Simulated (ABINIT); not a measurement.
Crystal: BAs.

```
CELL_PARAMETERS angstrom
0.00000 2.38850 2.38850
2.38850 0.00000 2.38850
2.38850 2.38850 0.00000
ATOMIC_POSITIONS crystal
As 0.75000 0.75000 0.75000
B 0.00000 0.00000 0.00000
```

Base run:

* Program: ABINIT 10.8.3 (patched build)
* Functional: PBE
* Potentials or basis: PseudoDojo NC FR PBE v0.4 standard
* Cutoff: 1034 eV
* k mesh: 8 × 8 × 8
* Occupations: fermi-dirac, width 0.05 eV
* Spin: spin-orbit coupling, no magnetisation

Its results: band gap on the k mesh 1.14 eV, indirect (least direct gap 3.09 eV); pressure 1.4 GPa.

Task: The run is repeated on the same cell with these changes: potentials or basis from PseudoDojo NC FR PBE v0.4 standard to JTH PAW PBE v2.0; cutoff from 1034 eV to 354 eV. What comes out?

Result: Band gap on the k mesh 1.13 eV, indirect (least direct gap 3.07 eV); pressure 2.8 GPa.

A k mesh can miss the band edges.
